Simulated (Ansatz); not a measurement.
Relaxed sheet of WSe$_{2}$:

```xyz
3
Lattice="3.2855 0.0000 0.0000 -1.6428 2.8453 0.0000 0.0000 0.0000 32.7375" Properties=species:S:1:pos:R:3 pbc="T T F"
Se    0.0000    1.8969   14.6841
W     1.6428    0.9484   16.3687
Se    0.0000    1.8969   18.0534
```

Theory: DFT PBE+D3(BJ), scalar-relativistic, plane waves, PAW (Ansatz). Settings: cutoff 420 eV, Γ-centred mesh 12×12×1 on the computed 3-atom cell, Gaussian smearing of 0.02 eV; no spin polarisation. The sheet is isolated along c (Coulomb cut-off).

Atoms relax at each strain; stress is positive in compression. Unstrained: gap 1.65 eV, thickness 3.369 Å.

Question: How does it respond to strain along x (y held) of -2, +2, +5 %?

Answer:
| strain (%) | ΔE (meV/cell) | σxx (N/m) | σyy (N/m) | gap | thickness (Å) |
| --- | --- | --- | --- | --- | --- |
| -2 | 15.6 | 2.78 | 0.41 | 1.58 eV | 3.394 |
| +2 | 14.0 | -2.32 | -0.44 | 1.54 eV | 3.344 |
| +5 | 80.7 | -5.16 | -1.18 | 1.37 eV | 3.309 |

Spin-orbit coupling is left out, which matters for the bands of heavy elements.